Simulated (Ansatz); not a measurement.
**PtTe: changing the Hubbard U on Pt d**

Space group R-3m:H (No. 166). a = 3.963 Å, b = 3.963 Å, c = 19.983 Å, α = 90.00°, β = 90.00°, γ = 120.00°
```
atom  site  symmetry       x       y       z
  Pt    6c        3m  0.3333  0.6667  0.7963
  Te    6c        3m  0.6667  0.3333  0.7353
```

Kept alike: task band structure; functional PBEsol; k mesh 8 × 8 × 8; occupations fermi-dirac, width 0.05 eV; no spin polarisation. Program: Ansatz, Ansatz PAW, cutoff 420 eV. The mesh is that of the run's cell of 4 atoms. No spin-orbit coupling.

| Hubbard U on Pt d, U (eV) | pressure (GPa) |
| --- | --- |
| 0 | -0.33 |
| 1 | -0.39 |
| 2 | -0.41 |
| 3 | -0.38 |
| 4 | -0.32 |
| 5 | -0.23 |
| 6 | -0.09 |
| 8 | 0.31 |

Pressure is positive in compression, with a Pulay correction for the finite cutoff. U acts here on a shell without spin polarisation. For a metal such a mesh leaves the last digits unconverged. How U acts hangs on the program's projectors. All rows use potentials made for PBE. U is the effective U - J on orthogonalised atomic projectors. Double counting: fully localised limit (the default).

The pressure runs from -0.41 (2) to 0.31 GPa (8).
